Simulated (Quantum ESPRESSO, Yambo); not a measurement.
# Quasiparticle gap of AgBr (Fm-3m) in Yambo, part 2 of 3

How does a plane-wave GW calculation on AgBr (Fm-3m) run from the first input to the gap?

Quantum ESPRESSO 7.5 and Yambo 5.3.0; PBE and many-body steps on it, plane waves. Known limits of the many-body steps: not at the basis limit; d shell near the gap, gap tends to lie low; no spin-orbit coupling; coarse k mesh.

So far. Step 2 (Ground state): The gap is indirect, with the least direct gap 1.93 eV higher. Step 3 (Bands along the symmetry lines): The gap is 0.672 eV, as in the run before at this level.

The database entry behind the starting cell differs from later determinations by our own check (about 0.6 % short of the room-temperature cell), so it need not match the best structure at ambient conditions.

## Step 4: Empty states on the mesh, 4×4×4 mesh, 120 bands

Level of this step: DFT, PBE, plane waves, norm-conserving pseudopotentials (Quantum ESPRESSO).

The sums over transitions need many empty states on a uniform mesh; this step solves for them.

Contents of pw.in:

```
&control
  calculation = 'nscf'
  prefix = 'x'
  outdir = 'o'
  pseudo_dir = 'pseudo'
/
&system
  ibrav = 0
  nat = 2
  ntyp = 2
  ecutwfc = 74.0
  nbnd = 120
  force_symmorphic = .true.
/
&electrons
  conv_thr = 1e-9
  electron_maxstep = 80
  diago_full_acc = .true.
  diago_thr_init = 5e-6
/
ATOMIC_SPECIES
  Ag 107.87 Ag.upf
  Br 79.904 Br.upf
CELL_PARAMETERS angstrom
  -0.0000000000 2.8701500000 2.8701500000
  2.8701500000 0.0000000000 2.8701500000
  2.8701500000 2.8701500000 0.0000000000
ATOMIC_POSITIONS crystal
  Ag 0.0000000000 0.0000000000 0.0000000000
  Br 0.5000000000 0.5000000000 0.5000000000
K_POINTS automatic
  4 4 4 0 0 0
```

On the command line:

```bash
$ OMP_NUM_THREADS=1 mpirun -n 4 pw.x -nk 4 -in pw.in > pw.out
```

The log of the run:

```text
[banner, memory and clock lines left out]
Program PWSCF v.7.5 starts

     Atomic positions and unit cell read from directory:
     o/x.save/

     Message from routine setup:
     using ibrav=0 with symmetry is DISCOURAGED, use correct ibrav instead

     G-vector sticks info

     bravais-lattice index     =            0
     lattice parameter (alat)  =       7.6704  a.u.
     unit-cell volume          =     319.1100 (a.u.)^3
     number of atoms/cell      =            2
     number of atomic types    =            2
     number of electrons       =        26.00
     number of Kohn-Sham states=          120
     kinetic-energy cutoff     =      74.0000  Ry
     charge density cutoff     =     296.0000  Ry
     Exchange-correlation= PBE
                           (   1   4   3   4   0   0   0)

     celldm(1)=   7.670408  celldm(2)=   0.000000  celldm(3)=   0.000000
     celldm(4)=   0.000000  celldm(5)=   0.000000  celldm(6)=   0.000000

     crystal axes: (cart. coord. in units of alat)
               a(1) = (  -0.000000   0.707107   0.707107 )
               a(2) = (   0.707107   0.000000   0.707107 )
               a(3) = (   0.707107   0.707107   0.000000 )

     reciprocal axes: (cart. coord. in units 2 pi/alat)
               b(1) = ( -0.707107  0.707107  0.707107 )
               b(2) = (  0.707107 -0.707107  0.707107 )
               b(3) = (  0.707107  0.707107 -0.707107 )
     Pseudo is Norm-conserving + core correction, Zval = 19.0
     Generated using ONCVPSP code by D. R. Hamann
     Using radial grid of 1538 points,  6 beta functions with:
     Pseudo is Norm-conserving + core correction, Zval =  7.0
     Generated using ONCVPSP code by D. R. Hamann
     Using radial grid of 1098 points,  6 beta functions with:
     Ag               19.00   107.87000     Ag( 1.00)
     Br                7.00    79.90400     Br( 1.00)

     48 Sym. Ops., with inversion, found

   Cartesian axes

     site n.     atom                  positions (alat units)
         1        Ag     tau(   1) = (   0.0000000   0.0000000   0.0000000  )
         2        Br     tau(   2) = (   0.7071068   0.7071068   0.7071068  )

     number of k points=     8
                       cart. coord. in units 2pi/alat
        k(    1) = (   0.0000000   0.0000000   0.0000000), wk =   0.0312500
        k(    2) = (   0.1767767   0.1767767  -0.1767767), wk =   0.2500000
        k(    3) = (  -0.3535534  -0.3535534   0.3535534), wk =   0.1250000
[...]
k(    7) = (  -0.7071068   0.0000000   0.0000000), wk =   0.0937500
        k(    8) = (  -0.7071068   0.3535534   0.0000000), wk =   0.1875000

     Dense  grid:    27317 G-vectors     FFT dimensions: (  45,  45,  45)

     The potential is recalculated from file :
     o/x.save/charge-density

     Starting wfcs are   14 randomized atomic wfcs +  106 random wfcs

     Band Structure Calculation

     End of band structure calculation

          k = 0.0000 0.0000 0.0000 (  3479 PWs)   bands (ev):

   -81.9017 -45.4231 -45.4231 -45.4231  -6.8390   5.4480   5.4480   5.4480
     5.4486   5.4486   6.3128   6.3128   6.3128   8.9169  18.1717  18.1717
    18.1717  19.4245  20.0535  20.0535  20.0535  21.2695  21.2695  25.7469
[...]
[... 3 further rows ...]
[...]
k = 0.1768 0.1768-0.1768 (  3428 PWs)   bands (ev):

[...]
[... 3 further rows ...]
[...]
k =-0.3536-0.3536 0.3536 (  3426 PWs)   bands (ev):

[...]
[... 3 further rows ...]
    94.4866  94.4866  94.5023  94.9581  95.1162  95.2257  95.2257  96.6612
    96.6612  96.9350  96.9350  97.7951  97.7951  98.3503  98.8541  99.4041

          k = 0.3536 0.0000 0.0000 (  3479 PWs)   bands (ev):

     [... further k-points ...]

     highest occupied, lowest unoccupied level (ev):     8.2447    8.9169

     XML data file, pseudopotentials, collected wavefunctions
```

Elapsed: 7.9 s, on 4 MPI ranks of Arm Neoverse V1, shared host; peak memory 0.34 GiB.

This step gave:

```yaml
gap: 0.6721 eV
k_of_the_valence_top: 0, 0, -0.5
k_of_the_conduction_bottom: 0, 0, 0
least_direct_gap: 2.604 eV
k_points_computed: 8
lowest_point_of_the_top_converged_band_above_the_valence_top: 90.1795 eV
```

On this mesh the gap is 0.672 eV.

## Step 5: Conversion and set-up

This step: Yambo 5.3.0; conversion and set-up on PBE, plane waves, norm-conserving pseudopotentials.

The states are converted to the many-body program's format and the q mesh is built.

On the command line:

```bash
$ (cd o/x.save; p2y > p2y.log; mv SAVE ../..); yambo > setup.log
```

The log of the run:

```text
 Yambo, version 5.3.0

 [02] CORE Variables Setup
 =========================

  [02.01] Unit cells
  ==================

  Cell kind             :  FCC
  Atoms in the cell     :  Ag  Br
  number of Ag atoms    :  1
  number of Br atoms    :  1

  List of atomic masses
  Mass of Ag    :  107.8700
  Mass of Br    :  79.90400

  List of atomic coordinates    : [cc]
  Ag1       :  0.000000  0.000000  0.000000  order 1
  Br1       :  5.423797  5.423797  5.423797  order 2

  Alat factors          :  5.423797  5.423797  5.423797 [a.u.]
  Direct lattice volume :  319.1100 [a.u.]
  Direct lattice vectors:  A[ 1 ]  A[ 2 ]  A[ 3 ]
   A[ 1 ]: -0.000000  1.000000  1.000000  [iru]
  -0.000000  5.423797  5.423797  [cc]
   A[ 2 ]:  1.000000  0.000000  1.000000  [iru]
   5.423797  0.000000  5.423797  [cc]
   A[ 3 ]:  1.000000  1.000000  0.000000  [iru]
   5.423797  5.423797  0.000000  [cc]

  Recip. lattice volume :  0.777319 [a.u.]
  Recip. lattice vectors:  B[ 1 ]  B[ 2 ]  B[ 3 ]
   B[ 1 ]: -0.500000  0.500000  0.500000  [iku]
  -0.579224  0.579224  0.579224  [cc]
   B[ 2 ]:  0.500000 -0.500000  0.500000  [iku]
   0.579224 -0.579224  0.579224  [cc]
   B[ 3 ]:  0.500000  0.500000 -0.500000  [iku]
   0.579224  0.579224 -0.579224  [cc]

  [02.02] Symmetries
  ==================

  Inversion symmetry    : yes
  Spatial inversion     : yes
  Inversion index       :  25
  K-space Time-reversal : no
  Magnetic symmetries   : no
  Group table correct   : yes
  Symmetries units      :  [cc]

   [S  1]:   1.0000     -0.32899E-17 -0.32899E-17 -0.32899E-17   1.0000      0.32899E-17  0.32899E-17  0.32899E-17   1.0000
   [S  2]:  -1.0000      0.32899E-17 -0.32899E-17  0.32899E-17  -1.0000      0.32899E-17 -0.32899E-17 -0.32899E-17   1.0000
   [S  3]:  -1.0000     -0.32899E-17  0.32899E-17  0.32899E-17   1.0000     -0.32899E-17 -0.32899E-17  0.32899E-17  -1.0000
[...]
[... 36 further rows ...]
   [S 47]: -0.32899E-17   1.0000      0.32899E-17  0.32899E-17 -0.32899E-17  -1.0000       1.0000      0.32899E-17 -0.32899E-17
   [S 48]: -0.32899E-17  -1.0000     -0.32899E-17  0.32899E-17  0.32899E-17   1.0000       1.0000     -0.32899E-17  0.32899E-17

  [02.03] Reciprocal space
  ========================

  nG shells         :  296
  nG charge         :  27317
  nG WFs            :   4210
  nC WFs            :   3479
  G-vecs. in first 29 shells:  [ Number ]
     1    9   15   27   51   59   65   89  113
    137   169   181   229   259   283   307   331   339
    387   411   459   531   537   561   609   645   701
    725   749
  ...
  Shell energy in first 29 shells:  [ mHa ]
    0.00000      503.250      671.000      1342.00      1845.25      2013.00      2684.00      3187.25      3355.00
    4026.00      4529.25      5368.00      5871.25      6039.00      6710.00      7213.25      7381.01      8052.01
[...]
BZ  K-points                                      :   64

  K/Q-points units:
  rlu = crystal or reduced units; cc = cartesian coordinates; iku = interal k-units

  K [1]          [rlu]:  0.000000  0.000000  0.000000
         WF components:   3479
  K [2]          [rlu]: -0.51475E-17 -0.51475E-17  0.25000
         WF components:   3428
  K [3]          [rlu]:  0.10295E-16  0.10295E-16 -0.50000
         WF components:   3426
  K [4]          [rlu]: -0.11010E-17  0.25000      0.25000
         WF components:   3479
  K [5]          [rlu]:  0.19239E-16  0.25000     -0.50000
         WF components:   3417
  [... 2 further k-points ...]
  K [8]          [rlu]:  0.250000 -0.500000 -0.250000
         WF components:   3400

  [02.05] Energies & Occupations
  ==============================

  [X] === General ===
  [X] Electronic Temperature                        :  0.000000  0.000000 [eV K]
  [X] Bosonic    Temperature                        :  0.000000  0.000000 [eV K]
  [X] Finite Temperature mode                       : no
  [X] El. density                                   :  0.54983E+24 [cm-3]
  [X] Fermi Level                                   :  8.244730 [eV]

  [X] === Gaps and Widths ===
  [X] Conduction Band Min                           :  0.672137 [eV]
  [X] Valence Band Max                              :  0.000000 [eV]
  [X] Filled Bands                                  :  13
  [X] Empty Bands                                   :   14  120
  [X] Direct Gap                                    :  2.604052 [eV]
  [X] Direct Gap localized at k                     :  1
  [X] Indirect Gap                                  :  0.672137 [eV]
  [X] Indirect Gap between kpts                     :  3  1
  [X] Last valence band width                       :  2.284236 [eV]
  [X] 1st conduction band width                     :  4.310377 [eV]

  E @ K [1]:  [eV]
  -90.14643 -53.66780 -53.66780 -53.66780 -15.08371  -2.79674  -2.79674  -2.79674
  -2.796081 -2.796081 -1.931915 -1.931915 -1.931915  0.672137  9.927000  9.927000
    9.92700  11.17978  11.80880  11.80880  11.80880  13.02472  13.02472  17.50216
[...]
occ @ K [1]
[...]
E @ K [2]:  [eV]
[...]
occ @ K [2]
[...]
E @ K [3]:  [eV]
[...]
occ @ K [3]
[...]
E @ K [4]:  [eV]
[...]
occ @ K [4]
[...]
E @ K [5]:  [eV]
[...]
occ @ K [5]
[...]
[... 2 further k-points ...]
  E @ K [8]:  [eV]
[...]
occ @ K [8]
[...]
0.000000  0.000000  0.000000  0.000000  0.000000  0.000000  0.000000  0.000000
   0.000000  0.000000  0.000000  0.000000  0.000000  0.000000  0.000000  0.000000

 [03] Transferred momenta grid and indexing
 ==========================================

 IBZ Q-points                                      :   8
 BZ  Q-points                                      :   64

 K/Q-points units:
 rlu = crystal or reduced units; cc = cartesian coordinates; iku = interal k-units

 Q [1]          [rlu]:  0.000000  0.000000  0.000000
 Q [2]          [rlu]:  0.11377E-17  0.11377E-17  0.25000
 Q [3]          [rlu]: -0.22755E-17 -0.22755E-17 -0.50000
[...]
Q [7]          [rlu]:  0.22019E-17 -0.50000     -0.50000
 Q [8]          [rlu]:  0.250000 -0.500000 -0.250000

  [03.01] X indexes
  =================

   [03.01.01] Sigma indexes
   ========================

 [06] Game Over & Game summary
```

Wall time 2.5 s (1 MPI rank); peak memory 0.25 GiB.

(Continued in part 3 of 3.)

[Paths, hosts, dates, memory and timing lines, banners, echoed tables and standing remarks are left out of the program output.]

[Logs are printed without paths, hosts, clocks, repeated set-up lines and the standing remarks that a program may print on its own settings, such as how far it seeks lower states.]

[Runs of the session that timed out or met a known fault of the program may be left out.]

[Hosts, paths, dates, database ids (printed as entryN), source tags and the programs' standing remarks are cut or masked in the printed files.]
